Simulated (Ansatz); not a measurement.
Zone-centre modes in TaN

Level of theory: DFT PBE, scalar-relativistic, plane waves, PAW in Ansatz 0.2.0. The runs took a 420 eV cutoff, a Γ-centred 20×20×12 mesh and Gaussian smearing (0.15 eV). Spin–orbit coupling is left out, which can shift energies with elements as heavy as these. No spin polarisation.

The undisturbed cell (relaxed at this level; this form isn't the usual structure):

```
CELL_PARAMETERS angstrom
0.00000 0.00000 2.89777
2.95018 0.00000 0.00000
0.00000 5.10987 0.00000
ATOMIC_POSITIONS crystal
Ta 0.50000 0.00000 0.33333
Ta 0.50000 0.50000 0.83333
N 0.00000 0.50000 0.50000
N 0.00000 0.00000 0.00000
```

Harmonic modes by finite displacements of 0.02 Å, without the LO–TO term. The cell doubles the primitive one, so its zone centre also holds the primitive cell's point q = (0, 1/2, 0).

Question: At this geometry, is the structure stable against these modes?

Answer: Yes: no mode is imaginary beyond 10 cm⁻¹, and only the three translations lie near zero.

Question: List the wavenumbers in cm⁻¹.

Answer: 0, 0, 0, 173, 173, 261, 508, 512, 512, 530, 541, 579.

Cost: 1 run of about 24 core-minutes, on AMD EPYC (Zen 3) (shared hosts).